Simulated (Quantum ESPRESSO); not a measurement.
# BAs (Pm-3m) in Quantum ESPRESSO: notebook, part 2 of 2

Quantum ESPRESSO 7.5.

## 3. Band structure, PBEsol

The input, pw.in:

```
&CONTROL
  calculation = 'scf'
  prefix = 'pwscf'
  outdir = './tmp'
  pseudo_dir = './pseudo'
  tprnfor = .true.
  tstress = .true.
  disk_io = 'low'
/
&SYSTEM
  ibrav = 0
  nat = 2
  ntyp = 2
  ecutwfc = 70
  nbnd = 9
  input_dft = 'pbesol'
  occupations = 'smearing'
  smearing = 'fd'
  degauss = 0.00367493
/
&ELECTRONS
  conv_thr = 4d-10
  electron_maxstep = 120
  mixing_beta = 0.5
/
ATOMIC_SPECIES
B     10.8100 B_ONCV_PBE-1.2.upf
As    74.9216 As_ONCV_PBE-1.2.upf
CELL_PARAMETERS angstrom
   2.9343700000    0.0000000000    0.0000000000
   0.0000000000    2.9343700000    0.0000000000
   0.0000000000    0.0000000000    2.9343700000
ATOMIC_POSITIONS crystal
B      0.5000000000    0.5000000000    0.5000000000
As     0.0000000000    0.0000000000    0.0000000000
K_POINTS automatic
9 9 9 0 0 0
```

The input, bands.in:

```
&CONTROL
  calculation = 'bands'
  prefix = 'pwscf'
  outdir = './tmp'
  pseudo_dir = './pseudo'
  disk_io = 'low'
  verbosity = 'high'
/
&SYSTEM
  ibrav = 0
  nat = 2
  ntyp = 2
  ecutwfc = 70
  nbnd = 9
  input_dft = 'pbesol'
  occupations = 'smearing'
  smearing = 'fd'
  degauss = 0.00367493
/
&ELECTRONS
  conv_thr = 1d-08
  electron_maxstep = 120
  mixing_beta = 0.5
  diago_full_acc = .true.
/
ATOMIC_SPECIES
B     10.8100 B_ONCV_PBE-1.2.upf
As    74.9216 As_ONCV_PBE-1.2.upf
CELL_PARAMETERS angstrom
   2.9343700000    0.0000000000    0.0000000000
   0.0000000000    2.9343700000    0.0000000000
   0.0000000000    0.0000000000    2.9343700000
ATOMIC_POSITIONS crystal
B      0.5000000000    0.5000000000    0.5000000000
As     0.0000000000    0.0000000000    0.0000000000
K_POINTS crystal
60
 0.0000000000  0.0000000000  0.0000000000 1
 0.0000000000  0.0714285714  0.0000000000 1
 0.0000000000  0.1428571429  0.0000000000 1
 0.0000000000  0.2142857143  0.0000000000 1
 0.0000000000  0.2857142857  0.0000000000 1
 0.0000000000  0.3571428571  0.0000000000 1
 0.0000000000  0.4285714286  0.0000000000 1
 0.0000000000  0.5000000000  0.0000000000 1
 0.0714285714  0.5000000000  0.0000000000 1
 0.1428571429  0.5000000000  0.0000000000 1
 0.2142857143  0.5000000000  0.0000000000 1
 0.2857142857  0.5000000000  0.0000000000 1
 0.3571428571  0.5000000000  0.0000000000 1
 0.4285714286  0.5000000000  0.0000000000 1
 0.5000000000  0.5000000000  0.0000000000 1
 0.4545454545  0.4545454545  0.0000000000 1
 0.4090909091  0.4090909091  0.0000000000 1
 0.3636363636  0.3636363636  0.0000000000 1
 0.3181818182  0.3181818182  0.0000000000 1
 0.2727272727  0.2727272727  0.0000000000 1
 0.2272727273  0.2272727273  0.0000000000 1
 0.1818181818  0.1818181818  0.0000000000 1
 0.1363636364  0.1363636364  0.0000000000 1
 0.0909090909  0.0909090909  0.0000000000 1
 0.0454545455  0.0454545455  0.0000000000 1
 0.0000000000  0.0000000000  0.0000000000 1
 0.0357142857  0.0357142857  0.0357142857 1
 0.0714285714  0.0714285714  0.0714285714 1
 0.1071428571  0.1071428571  0.1071428571 1
 0.1428571429  0.1428571429  0.1428571429 1
 0.1785714286  0.1785714286  0.1785714286 1
 0.2142857143  0.2142857143  0.2142857143 1
 0.2500000000  0.2500000000  0.2500000000 1
 0.2857142857  0.2857142857  0.2857142857 1
 0.3214285714  0.3214285714  0.3214285714 1
 0.3571428571  0.3571428571  0.3571428571 1
 0.3928571429  0.3928571429  0.3928571429 1
 0.4285714286  0.4285714286  0.4285714286 1
 0.4642857143  0.4642857143  0.4642857143 1
 0.5000000000  0.5000000000  0.5000000000 1
 0.4545454545  0.5000000000  0.4545454545 1
 0.4090909091  0.5000000000  0.4090909091 1
 0.3636363636  0.5000000000  0.3636363636 1
 0.3181818182  0.5000000000  0.3181818182 1
 0.2727272727  0.5000000000  0.2727272727 1
 0.2272727273  0.5000000000  0.2272727273 1
 0.1818181818  0.5000000000  0.1818181818 1
 0.1363636364  0.5000000000  0.1363636364 1
 0.0909090909  0.5000000000  0.0909090909 1
 0.0454545455  0.5000000000  0.0454545455 1
 0.0000000000  0.5000000000  0.0000000000 1
 0.5000000000  0.5000000000  0.0000000000 1
 0.5000000000  0.5000000000  0.0625000000 1
 0.5000000000  0.5000000000  0.1250000000 1
 0.5000000000  0.5000000000  0.1875000000 1
 0.5000000000  0.5000000000  0.2500000000 1
 0.5000000000  0.5000000000  0.3125000000 1
 0.5000000000  0.5000000000  0.3750000000 1
 0.5000000000  0.5000000000  0.4375000000 1
 0.5000000000  0.5000000000  0.5000000000 1
```

Potentials or basis: SG15 PBE 1.2.

On the command line:

```
$ OMP_NUM_THREADS=1 pw.x -in pw.in > pw.out
$ OMP_NUM_THREADS=1 pw.x -in bands.in > bands.out
```

pw.out:

```text
This program is part of the open-source Quantum ESPRESSO suite
     for quantum simulation of materials; please cite
         "P. Giannozzi et al., J. Phys.:Condens. Matter 21 395502 (2009);
         "P. Giannozzi et al., J. Phys.:Condens. Matter 29 465901 (2017);
         "P. Giannozzi et al., J. Chem. Phys. 152 154105 (2020);
     in publications or presentations arising from this work. More details at

     IMPORTANT: XC functional enforced from input :
     Exchange-correlation= PBESOL
                           (   1   4  10   8   0   0   0)
     Any further DFT definition will be discarded
     Please, verify this is what you really want

     Message from routine setup:
     using ibrav=0 with symmetry is DISCOURAGED, use correct ibrav instead

     G-vector sticks info
     --------------------
     sticks:   dense  smooth     PW     G-vecs:    dense   smooth      PW
     Sum         681     681    213                13517    13517    2301

     Using Slab Decomposition

     bravais-lattice index     =            0
     lattice parameter (alat)  =       5.5452  a.u.
     unit-cell volume          =     170.5066 (a.u.)^3
     number of atoms/cell      =            2
     number of atomic types    =            2
     number of electrons       =         8.00
     number of Kohn-Sham states=            9
     kinetic-energy cutoff     =      70.0000  Ry
     charge density cutoff     =     280.0000  Ry
     scf convergence threshold =      4.0E-10
     mixing beta               =       0.5000
     number of iterations used =            8  plain     mixing
     Exchange-correlation= PBESOL
                           (   1   4  10   8   0   0   0)

     celldm(1)=   5.545156  celldm(2)=   0.000000  celldm(3)=   0.000000
     celldm(4)=   0.000000  celldm(5)=   0.000000  celldm(6)=   0.000000

     crystal axes: (cart. coord. in units of alat)
               a(1) = (   1.000000   0.000000   0.000000 )
               a(2) = (   0.000000   1.000000   0.000000 )
               a(3) = (   0.000000   0.000000   1.000000 )

     reciprocal axes: (cart. coord. in units 2 pi/alat)
               b(1) = (  1.000000  0.000000  0.000000 )
               b(2) = (  0.000000  1.000000  0.000000 )
               b(3) = (  0.000000  0.000000  1.000000 )

     PseudoPot. # 1 for B  read from file:
     B_ONCV_PBE-1.2.upf
     Pseudo is Norm-conserving, Zval =  3.0
     Generated using ONCVPSP code by D. R. Hamann
     Using radial grid of  602 points,  4 beta functions with:
                l(1) =   0
                l(2) =   0
                l(3) =   1
                l(4) =   1

     PseudoPot. # 2 for As read from file:
     As_ONCV_PBE-1.2.upf
     Pseudo is Norm-conserving, Zval =  5.0
     Generated using ONCVPSP code by D. R. Hamann
     Using radial grid of  602 points,  6 beta functions with:
                l(1) =   0
                l(2) =   0
                l(3) =   1
                l(4) =   1
                l(5) =   2
                l(6) =   2

     atomic species   valence    mass     pseudopotential
     B                 3.00    10.81000     B ( 1.00)
     As                5.00    74.92160     As( 1.00)

     48 Sym. Ops., with inversion, found

   Cartesian axes

     site n.     atom                  positions (alat units)
         1        B      tau(   1) = (   0.5000000   0.5000000   0.5000000  )
         2        As     tau(   2) = (   0.0000000   0.0000000   0.0000000  )

     number of k points=    35  Fermi-Dirac smearing, width (Ry)=  0.0037
                       cart. coord. in units 2pi/alat
        k(    1) = (   0.0000000   0.0000000   0.0000000), wk =   0.0027435
        k(    2) = (   0.0000000   0.0000000   0.1111111), wk =   0.0164609
        k(    3) = (   0.0000000   0.0000000   0.2222222), wk =   0.0164609
        k(    4) = (   0.0000000   0.0000000   0.3333333), wk =   0.0164609
        k(    5) = (   0.0000000   0.0000000   0.4444444), wk =   0.0164609
        k(    6) = (   0.0000000   0.1111111   0.1111111), wk =   0.0329218
[... 27 lines left out ...]
        k(   34) = (   0.3333333   0.4444444   0.4444444), wk =   0.0658436
        k(   35) = (   0.4444444   0.4444444   0.4444444), wk =   0.0219479

     Dense  grid:    13517 G-vectors     FFT dimensions: (  30,  30,  30)

     Initial potential from superposition of free atoms

     starting charge       7.9509, renormalised to       8.0000
     Starting wfcs are random

     Self-consistent Calculation

     iteration #  1     ecut=    70.00 Ry     beta= 0.50
     Davidson diagonalization with overlap
     ethr =  1.00E-02,  avg # of iterations =  7.8

     Threshold (ethr) on eigenvalues was too large:
     Diagonalizing with lowered threshold

     Davidson diagonalization with overlap
     ethr =  3.92E-04,  avg # of iterations =  1.9

     total energy              =     -18.10650307 Ry
     estimated scf accuracy    <       0.03201778 Ry

     iteration #  2     ecut=    70.00 Ry     beta= 0.50
     Davidson diagonalization with overlap
     ethr =  4.00E-04,  avg # of iterations =  1.7

     total energy              =     -18.11387647 Ry
     estimated scf accuracy    <       0.00212627 Ry

     iteration #  3     ecut=    70.00 Ry     beta= 0.50
     Davidson diagonalization with overlap
     ethr =  2.66E-05,  avg # of iterations =  4.6

     total energy              =     -18.11415799 Ry
     estimated scf accuracy    <       0.00018663 Ry

     iteration #  4     ecut=    70.00 Ry     beta= 0.50
     Davidson diagonalization with overlap
     ethr =  2.33E-06,  avg # of iterations =  3.1

     total energy              =     -18.11417128 Ry
     estimated scf accuracy    <       0.00000198 Ry

     iteration #  5     ecut=    70.00 Ry     beta= 0.50
     Davidson diagonalization with overlap
     ethr =  2.47E-08,  avg # of iterations =  2.0

     total energy              =     -18.11417211 Ry
     estimated scf accuracy    <       0.00000020 Ry

     iteration #  6     ecut=    70.00 Ry     beta= 0.50
     Davidson diagonalization with overlap
     ethr =  2.54E-09,  avg # of iterations =  1.2

     total energy              =     -18.11417213 Ry
     estimated scf accuracy    <          7.7E-09 Ry

     iteration #  7     ecut=    70.00 Ry     beta= 0.50
     Davidson diagonalization with overlap
     ethr =  9.66E-11,  avg # of iterations =  2.2

     total energy              =     -18.11417213 Ry
     estimated scf accuracy    <          1.7E-09 Ry

     iteration #  8     ecut=    70.00 Ry     beta= 0.50
     Davidson diagonalization with overlap
     ethr =  2.08E-11,  avg # of iterations =  1.0

     End of self-consistent calculation

          k = 0.0000 0.0000 0.0000 (  1743 PWs)   bands (ev):

    -5.8696   9.0714   9.0714   9.0714   9.6859  15.5108  15.5108  19.2548
    19.2548

          k = 0.0000 0.0000 0.1111 (  1711 PWs)   bands (ev):

    -5.6749   7.0046   9.2721   9.2721  10.7141  15.7128  16.9016  18.7472
    18.7472

          k = 0.0000 0.0000 0.2222 (  1699 PWs)   bands (ev):

    -5.0989   4.3772   9.8691   9.8691  11.4381  16.3154  17.3260  17.3952
    17.3952

          k = 0.0000 0.0000 0.3333 (  1703 PWs)   bands (ev):

    -4.1839   1.9766  10.8454  10.8454  12.2026  15.6251  15.6251  16.0169
    17.2988

          k = 0.0000 0.0000 0.4444 (  1678 PWs)   bands (ev):

    -3.1580   0.1850  12.1594  12.1594  13.0625  13.8333  13.8333  14.7842
    18.5201

          k = 0.0000 0.1111 0.1111 (  1697 PWs)   bands (ev):

    -5.4800   6.8612   7.6828   9.4709  11.7022  16.5191  17.4655  17.7033
    18.3721

          k = 0.0000 0.1111 0.2222 (  1701 PWs)   bands (ev):

    -4.9035   4.5560   7.9157  10.0619  12.5226  15.6107  17.2638  17.5253
    18.2479

          k = 0.0000 0.1111 0.3333 (  1694 PWs)   bands (ev):

    -3.9876   2.1680   8.8304  11.0259  13.1202  13.9606  15.6621  17.0375
    18.6349

          k = 0.0000 0.1111 0.4444 (  1682 PWs)   bands (ev):

    -2.9599   0.3768  10.0691  11.7843  12.3144  13.9588  14.5188  15.8060
    19.8186
[... 101 lines left out ...]
          k = 0.2222 0.3333 0.4444 (  1683 PWs)   bands (ev):

    -0.6762   2.6411   5.6595   7.8216   9.2767  11.0603  14.3539  15.5167
    24.9160

          k = 0.2222 0.4444 0.4444 (  1685 PWs)   bands (ev):

     0.3362   3.6957   4.0300   6.0099  10.4070  11.6434  13.1600  14.0271
    25.6199

          k = 0.3333 0.3333 0.3333 (  1703 PWs)   bands (ev):

    -0.7924   4.6495   5.8793   5.8793   9.5451  11.4177  11.4177  15.2290
    25.7869

          k = 0.3333 0.3333 0.4444 (  1688 PWs)   bands (ev):

     0.2260   3.5711   6.2099   7.2583   8.2831   9.3176  12.2138  13.6270
    26.6304

          k = 0.3333 0.4444 0.4444 (  1683 PWs)   bands (ev):

     1.1987   4.6075   5.0685   6.8431   8.0539   9.7311  10.6940  11.8328
    27.7091

          k = 0.4444 0.4444 0.4444 (  1682 PWs)   bands (ev):

     2.0848   5.6719   6.4413   6.4413   7.5269   8.5804   8.5804   9.9187
    28.9836

     the Fermi energy is     9.7842 ev

!    total energy              =     -18.11417213 Ry
     estimated scf accuracy    <          5.4E-11 Ry
     smearing contrib. (-TS)   =      -0.00074055 Ry
     internal energy E=F+TS    =     -18.11343158 Ry

     The total energy is F=E-TS. E is the sum of the following terms:
     one-electron contribution =       8.55749051 Ry
     hartree contribution      =       0.21765357 Ry
     xc contribution           =      -5.15317253 Ry
     ewald contribution        =     -21.73540312 Ry

     convergence has been achieved in   8 iterations

     Forces acting on atoms (cartesian axes, Ry/au):

     atom    1 type  1   force =     0.00000000    0.00000000    0.00000000
     atom    2 type  2   force =     0.00000000    0.00000000    0.00000000

     Total force =     0.000000     Total SCF correction =     0.000000

     Computing stress (Cartesian axis) and pressure

          total   stress  (Ry/bohr**3)                   (kbar)     P=      -12.59
  -0.00008559   0.00000000   0.00000000          -12.59        0.00        0.00
   0.00000000  -0.00008559   0.00000000            0.00      -12.59        0.00
   0.00000000   0.00000000  -0.00008559            0.00        0.00      -12.59

=------------------------------------------------------------------------------=
   JOB DONE.
=------------------------------------------------------------------------------=
```

Run time: 12 s. Hardware: 1 thread of Arm Neoverse V2, shared host; peak memory 0.09 GiB.

Results:

| Quantity | Value |
| --- | --- |
| Free energy | -246.4559 eV |
| Pressure | -1.3 GPa |
| Band gap on the k mesh | none (metal or under the smearing width) |

Levels at the corners of the path, in eV from the Fermi level:
```csv
point,band 1,band 2,band 3,band 4,band 5,band 6,band 7,band 8
Γ,-15.65,-0.71,-0.71,-0.71,-0.10,5.73,5.73,9.47
X,-12.72,-9.92,2.98,2.98,3.38,3.38,3.51,4.72
M,-9.75,-6.70,-6.70,-5.33,4.29,5.26,7.30,7.30
Γ,-15.65,-0.71,-0.71,-0.71,-0.10,5.73,5.73,9.47
R,-7.21,-2.96,-2.96,-2.96,-2.37,-1.88,-1.88,-1.88
X,-12.72,-9.92,2.98,2.98,3.38,3.38,3.51,4.72
M,-9.75,-6.70,-6.70,-5.33,4.29,5.26,7.30,7.30
R,-7.21,-2.96,-2.96,-2.96,-2.37,-1.88,-1.88,-1.88
```

Caveat: the potentials were made for another functional, which shifts forces and pressure.

## 4. Band structure, PBE

Changes to pw.in since step 3:

```diff
@@ -15,3 +15,2 @@
   nbnd = 9
-  input_dft = 'pbesol'
   occupations = 'smearing'
```

Changes to bands.in since step 3:

```diff
@@ -14,3 +14,2 @@
   nbnd = 9
-  input_dft = 'pbesol'
   occupations = 'smearing'
```

On the command line:

```
$ OMP_NUM_THREADS=1 pw.x -in pw.in > pw.out
$ OMP_NUM_THREADS=1 pw.x -in bands.in > bands.out
```

It took 12 s on 1 thread of Arm Neoverse V2, shared host; peak memory 0.09 GiB.

It converged, with:

```
Free energy            : -246.6517 eV
Pressure               : 0.8 GPa
Band gap on the k mesh : none (metal or under the smearing width)
```

Levels at the corners of the path, in eV from the Fermi level:
```csv
point,band 1,band 2,band 3,band 4,band 5,band 6,band 7,band 8
Γ,-15.63,-0.72,-0.72,-0.72,-0.14,5.83,5.83,9.41
X,-12.70,-9.89,2.96,2.96,3.36,3.36,3.50,4.67
M,-9.76,-6.66,-6.66,-5.32,4.26,5.21,7.28,7.28
Γ,-15.63,-0.72,-0.72,-0.72,-0.14,5.83,5.83,9.41
R,-7.24,-2.94,-2.94,-2.94,-2.41,-1.84,-1.84,-1.84
X,-12.70,-9.89,2.96,2.96,3.36,3.36,3.50,4.67
M,-9.76,-6.66,-6.66,-5.32,4.26,5.21,7.28,7.28
R,-7.24,-2.94,-2.94,-2.94,-2.41,-1.84,-1.84,-1.84
```

## 5. The runs side by side

| level | form of the LDA correlation | gap on the mesh (eV) | pressure (GPa) |
| --- | --- | --- | --- |
| LDA | PZ81 | none | -0.6 |
| PBEsol | - | none | -1.3 |
| PBE | - | none | 0.8 |

Alike in all rows: task band structure; potentials or basis SG15 PBE 1.2; no spin polarisation; cell as given; k mesh 9 × 9 × 9; cutoff (eV) 952; smearing fermi-dirac 0.05 eV.

Every run on the cell as given and a fine mesh finds a metal. The pressure there spans -1.3 GPa (PBEsol) to 0.8 GPa (PBE); a positive pressure means that this level wants a larger cell, a negative one a smaller.

Caveats: the potentials were made for another functional, which shifts forces and pressure (some runs).

Absolute energies hang on the potentials; compare differences alone.
